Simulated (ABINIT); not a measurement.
The system is BaS.

```
Ba S
1.0
     0.00000    3.19375    3.19375
     3.19375    0.00000    3.19375
     3.19375    3.19375    0.00000
Ba S
1 1
Direct
  0.00000 0.00000 0.00000
  0.50000 0.50000 0.50000
```

Base run:

```yaml
Program: ABINIT 10.8.3 (patched build)
Functional: PBE
Potentials_or_basis: JTH PAW PBE v2.0
Cutoff: 544 eV
k_mesh: 7 × 7 × 7
Occupations: fermi-dirac, width 0.05 eV
Spin: no spin polarisation
```

Its results: band gap on the k mesh 2.18 eV, indirect (least direct gap 2.33 eV); pressure 1.3 GPa.

Task: The run is repeated on the same cell with these changes: functional from PBE to PBEsol. What comes out?

Result: Band gap on the k mesh 2.06 eV, indirect (least direct gap 2.21 eV); pressure -0.7 GPa.

PBEsol binds more tightly than PBE, so the same cell stands under less pressure.

Caveats: this set's barium file shifts pressures by 1.5 GPa and gaps by 0.1 eV against other sets; spin-orbit coupling is left out, which moves the levels of the heavy elements; an odd mesh through Γ misses points on the zone boundary, where band edges often lie (some runs); the PAW data sets were made with another functional, which shifts forces and pressure a little (some runs).
